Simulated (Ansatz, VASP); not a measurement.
# One calculation of Pt, two programs

```xyz
2
Lattice="2.9345 0.0000 0.0000 -0.0135 2.9394 0.0000 -1.1860 -1.2355 5.1322" Properties=species:S:1:pos:R:3 pbc="T T T"
Pt    0.0945    0.0849    3.7257
Pt    1.6405    1.6189    1.4065
```

Alike in both runs: task single point; functional PBE; k mesh 14 × 14 × 8; occupations gaussian, width 0.1 eV; no spin polarisation.

|  | VASP | Ansatz |
| --- | --- | --- |
| version | VASP 6.6.1 | Ansatz 0.2.0 |
| potentials or method | VASP PAW PBE potentials, release 64 (Pt) | scalar-relativistic, plane waves, PAW |
| plane-wave cutoff (eV) | 520 | 420 |
| valence electrons in the cell | 20 | 36 |

VASP gave:

| Quantity | Value |
| --- | --- |
| gap on the k mesh at the Fermi level (eV) | none |
| pressure (GPa) | -27.4 |
| largest component of the traceless stress (GPa) | 2.49 |
| rms of the force components (eV/Å) | 0.122 |

**Question.** Which values does Ansatz return?

**Answer.** gap on the k mesh at the Fermi level (eV): none; pressure (GPa): -27.3; largest component of the traceless stress (GPa): 2.55; rms of the force components (eV/Å): 0.120.

Atom by atom the forces differ by 0.002 eV/Å (rms over components). A gap of «none» marks a metal or a gap that the smearing closes. The two sets of potentials don't hold the same shells in valence.

Caveats: so large a pressure means that the cell lies far from this level's equilibrium, or that cutoff or potentials fall short (VASP). Spin-orbit coupling is left out, which matters for the levels of Pt.
